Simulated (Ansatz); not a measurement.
## InP (F-43m) as a strained film

```
In P
1.0
     2.93928    2.93928    0.00000
    -2.93928    2.93928    0.00000
     0.00000    2.93928    2.93928
In P
1 1
Direct
  0.00000 0.00000 0.00000
  0.75000 0.25000 0.50000
```

This cell was relaxed by PAW under PBEsol. A film on a (001) substrate is mimicked by stretching x and y by ε∥; the length along z and the atoms then relax by PAW (default files of Ansatz 0.2.0, cutoff 420 eV, stress met within about 0.05 GPa). Stress and levels come from PBEsol, all-electron LAPW in Ansatz 0.2.0, with spin-orbit coupling; k mesh 8×8×8, Fermi-Dirac smearing of 0.010 eV, basis error target 0.5 meV/atom. Conduction levels are in eV over the valence top, at fixed fractional wave vectors; spin-orbit pairs are averaged.

```tsv
ε∥ (%)	ε⊥ (%)	σ∥ (GPa, tension positive)	Γ	L (oblique)	X ∥ z	X ⊥ z	2nd valence level at Γ	3rd
-2.0	2.199	-1.79	0.560	1.298	1.680	1.444	-0.050	-0.260
-1.0	1.096	-0.83	0.552	1.333	1.647	1.532	-0.040	-0.161
-0.5	0.542	-0.37	0.546	1.344	1.632	1.576	-0.026	-0.124
0.0	0.000	0.09	0.538	1.351	1.618	1.618	0.000	-0.101
0.5	-0.572	0.52	0.494	1.319	1.567	1.624	-0.037	-0.126
1.0	?	?	?	?	?	?	?	?
2.0	-2.252	1.76	0.341	1.188	1.409	1.625	-0.159	-0.240
```

The last two columns are counted from the highest valence level at Γ.

Question: How does the film contract along z, and how stiff is it in the plane?

Answer: Quadratic fits through the 6 rows shown have slopes dε⊥/dε∥ = -1.113 and dσ∥/dε∥ = 88.9 GPa at zero strain. Elasticity asks −2C12/C11 = -1.115 and C11 + C12 − 2C12²/C11 = 88.8 GPa, from PAW constants C11 = 94.8, C12 = 52.8 GPa. At the level of the σ∥ column the films keep up to 0.01 GPa along z against the unstrained cell, and the constants are scalar-relativistic PAW values, so part of the difference is the change of level.

Question: Fill the row at ε∥ = 1.0 %.

Answer: The fits give ε⊥ = -1.127 % and σ∥ = 0.95 GPa. Computed: ε⊥ (%) = -1.132, σ∥ (GPa, tension positive) = 0.94, Γ = 0.445, L (oblique) = 1.279, X ∥ z = 1.514, X ⊥ z = 1.625, 2nd valence level at Γ = -0.077, 3rd = -0.162. The levels have a kink at zero strain, where another valence state takes the top, so one parabola doesn't fit them.

Question: How fast does the least gap among these points move on each side of zero strain?

Answer: dE_g/dε∥ is -16 meV per % on the compressed side and -88 on the stretched side, so the gap rises under compression and falls under tension. The lowest conduction level stays at Γ.

Limits of these numbers: the frozen-core PAW files of the relaxations were fitted under PBE, their cores solved anew for this functional; semilocal gaps are low, and the spacing of valleys can be off by tenths of an eV; levels are read at fixed fractional k, so an edge that moves off these points is missed.
